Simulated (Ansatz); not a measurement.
Hf:

```
Hf
1.0
    -1.80500    1.80500    1.80500
     1.80500   -1.80500    1.80500
     1.80500    1.80500   -1.80500
Hf
1
Direct
  0.00000 0.00000 0.00000
```

This isn't the form of Hf at room conditions, which is hcp.

| Quantity | Value |
| --- | --- |
| Program | Ansatz 0.2.0 |
| Task | relaxation of cell and atoms |
| Functional | RPBE |
| Potentials or basis | Ansatz PAW |
| Cutoff | 420 eV (not typed: the program's choice for these potentials) |
| k mesh | 10 × 10 × 10 |
| Occupations | fermi-dirac, width 0.05 eV |
| Spin | no spin polarisation |

At the start: volume 23.52 Å³/atom.

Task: How do energy, volume and symmetry change on relaxing?

Result: It ends after 5 steps and the volume is 22.97 Å³/atom (-2.4 %); space group Im-3m (No. 229, to 0.05 Å).

Step by step:
```
step  energy change (eV)  largest force (eV/Å)  volume (Å³)
   1              0.0000                0.0000        23.52
   2             -0.0008                0.0000        22.47
   3             -0.0040                0.0000        22.98
   4             -0.0040                0.0000        22.97
   5             -0.0039                0.0000        22.97
```

Final structure:
```xyz
1
Lattice="-1.7907 1.7907 1.7907 1.7907 -1.7907 1.7907 1.7907 1.7907 -1.7907" Properties=species:S:1:pos:R:3 pbc="T T T"
Hf    0.0000    0.0000    0.0000
```

Caveat: the plane-wave basis is chosen anew once the cell has moved, so the energies of steps on either side of that aren't comparable; the PAW data sets come from PBE, with cores solved anew for the run's functional, which leaves a small shift of forces and pressure.
